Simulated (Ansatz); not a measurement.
The calculation used DFT PBE, scalar-relativistic, plane waves, PAW in Ansatz. All cells share a 420 eV cutoff and Γ-centred k meshes spaced at most about 0.3 Å⁻¹ (2π included). No spin polarisation.

These are static total energies at zero pressure.

Two forms of MgS were relaxed alike.

A.

```yaml
crystal:
  lattice:
    - [0.00000, 2.84861, 2.84861]
    - [2.84861, 0.00000, 2.84861]
    - [2.84861, 2.84861, 0.00000]
  atoms:
    - { symbol: Mg, position: [0.00000, 0.00000, 0.00000] }
    - { symbol: S, position: [0.25000, 0.25000, 0.25000] }
```

B.

```yaml
crystal:
  lattice:
    - [4.04052, 0.00000, 0.00000]
    - [-2.02026, 3.49919, 0.00000]
    - [0.00000, 0.00000, 13.08003]
  atoms:
    - { symbol: Mg, position: [0.00000, 0.00000, 0.09486] }
    - { symbol: Mg, position: [0.00000, 0.00000, 0.59486] }
    - { symbol: Mg, position: [0.33333, 0.66667, 0.34395] }
    - { symbol: Mg, position: [0.66667, 0.33333, 0.84395] }
    - { symbol: S, position: [0.00000, 0.00000, 0.40573] }
    - { symbol: S, position: [0.00000, 0.00000, 0.90573] }
    - { symbol: S, position: [0.33333, 0.66667, 0.15546] }
    - { symbol: S, position: [0.66667, 0.33333, 0.65546] }
```

**Question.** Which would you expect to be lower, and how large is the difference?

**Answer.** B is lower, by 4 meV/atom. A has the zinc blende type, space group F-43m (No. 216), 23.1 Å³/atom and a gap of 3.37 eV on its mesh; B has space group P6_3mc (No. 186), 23.1 Å³/atom and a gap of 3.37 eV. In A, Mg is surrounded by 4 S at 2.47 Å; S has 4 Mg at 2.47 Å. In B, Mg on its first site has 4 S at 2.46–2.47 Å; Mg on its second site has 4 S at 2.47 Å; around S on its first site lie 4 Mg at 2.47 Å; 1 more site not described. Origin: A, reached from a Materials Project cell; B, invented. Shaken at random and relaxed again, B came back. The lowest form computed isn't among them: it has the rock salt type, space group Fm-3m (No. 225), 17.9 Å³/atom, is reached from a cell as deposited in COD and lies 10 meV/atom below the best shown. Checks on B: no imaginary mode on a 2×2×1 q mesh.

Kohn–Sham gaps at this level usually fall short of measured ones. Some structure types and database cells were kept out of the candidates from the start, so a known form may be missing.

B is the 4H stacking of the same tetrahedral network that A builds with purely cubic stacking, alternating cubic and hexagonal layers. Bond lengths, volume and gap are therefore practically the same, and the 4 meV/atom between them reflects interactions beyond the first shell. In hexagonal layers the bonds are eclipsed, which brings some more distant Mg and S closer together. In a compound as ionic as MgS, this extra electrostatic attraction probably outweighs the repulsion that favours staggered bonds in more covalent semiconductors.

Neither form is the ground state. Rock salt lies lower still, in line with the known behaviour of MgS: octahedral coordination gains Madelung energy, and Mg is large enough to accommodate six sulfide neighbours. Its much smaller volume means that pressure would favour it further. The small energy cost of the tetrahedral forms makes metastable growth, for instance on a suitable substrate, plausible. Whether fully hexagonal stacking, as in wurtzite, would fall below B can't be settled from these two polytypes.
